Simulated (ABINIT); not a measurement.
Write the native input for ABINIT 10.8.3 (patched build) that does the following.

- Task: equation of state
- Functional: LDA
- Potentials or basis: JTH PAW LDA v2.0
- Cutoff: 327 eV
- k mesh: 12 × 12 × 12
- Occupations: fermi-dirac, width 0.05 eV
- Spin: no spin polarisation
- Fine-grid cutoff: 653.073 eV

Crystal: Ir.

```xyz
1
Lattice="0.0000 1.9156 1.9156 1.9156 0.0000 1.9156 1.9156 1.9156 0.0000" Properties=species:S:1:pos:R:3 pbc="T T T"
Ir    0.0000    0.0000    0.0000
```

These files were run (other wordings do the same):

run.abi

```
# Datasets: one volume each
ndtset 7
getwfk -1
scalecart1 3*0.9795861087
scalecart2 3*0.9864848297
scalecart3 3*0.9932883884
scalecart4 3*1.0000000000
scalecart5 3*1.0066227096
scalecart6 3*1.0131594038
scalecart7 3*1.0196128224

# Pseudopotentials
pp_dirpath "./"
pseudos "Ir.LDA_PW-JTH.xml"

# Structure
acell 3*1.0
rprim
     0.0000000000     3.6199593643     3.6199593643
     3.6199593643     0.0000000000     3.6199593643
     3.6199593643     3.6199593643     0.0000000000
ntypat 1
znucl 77
natom 1
typat 1
xred
     0.0000000000     0.0000000000     0.0000000000

# Plane-wave basis
ecut 12.0
pawecutdg 24.0

# k points
kptopt 1
ngkpt 12 12 12
nshiftk 1
shiftk 0.0 0.0 0.0

# Exchange and correlation
ixc 7

# Bands and occupations
nband 12
occopt 3
tsmear 0.00183747

# SCF cycle
nstep 100
tolvrs 1.0e-9

# Output
iomode 3
prtwf 1
prtden 0
prteig 0
prtebands 0
enunit 2
```

Potentials or basis: JTH PAW LDA v2.0.

Launch:

```bash
$ abinit run.abi > log 2>&1
```

It gave:

```
Equilibrium volume                      : 13.81 Å³/atom
Bulk modulus                            : 411 GPa
Pressure derivative of the bulk modulus : 4.7
```

Caveat: the cutoff is too short for stress, so the log's stress isn't used; pressures at fixed basis lie under the slope of the energies; the atomic spheres overlap.

It took 24 s on 1 thread of Arm Neoverse V1, on a shared host, peak memory 0.12 GiB.
